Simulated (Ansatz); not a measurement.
# Clamped-ion strain scan in Ni

Method: Ansatz 0.2.0, DFT PBEsol, scalar-relativistic, plane waves, PAW. Settings: plane waves to 420 eV, k-mesh 30×30×30 (Γ-centred), Gaussian smearing 0.15 eV. Collinear spins, started from moments 0.7 μB in atom order; the magnetic state may not be the lowest. Energies are free energies at this smearing, counted from the undisturbed cell; pressure is positive in compression.

Reference structure (relaxed at this level):

```
Ni
1.0
     0.00000    1.73157    1.73157
     1.73157    0.00000    1.73157
     1.73157    1.73157    0.00000
Ni
1
Direct
  0.00000 0.00000 0.00000
```

The cell is strained by ε times the Voigt pattern (1, 0, 0, 0, 0, 0) (xx, yy, zz, yz, xz, xy; engineering shear) with fractional coordinates fixed. The cell is metallic on the mesh throughout.

| ε | ΔE (meV/atom) | stress summed along the pattern (GPa, tension positive) | pressure (GPa) | moment (μB/cell) |
| --- | --- | --- | --- | --- |
| -0.1000 | 121.9 | -40.40 | 32.1 | 0.58 |
| -0.0500 | ? | -18.11 | 13.6 | ? |
| 0.0000 | 0.0 | -0.03 | 0.0 | 0.62 |
| 0.0250 | 6.2 | 7.52 | -5.3 | 0.63 |
| 0.0750 | 51.4 | 19.80 | -13.5 | 0.64 |
| 0.1000 | 87.6 | 24.65 | -16.6 | 0.65 |

**Question.** Give the withheld values.

**Answer.** ΔE (meV/atom) at ε = -0.0500: 28.3; moment (μB/cell) at ε = -0.0500: 0.60.

Cost: 6 runs of about 4.1 core-minutes in all, on Intel Xeon Platinum 8488C (Sapphire Rapids) (shared hosts).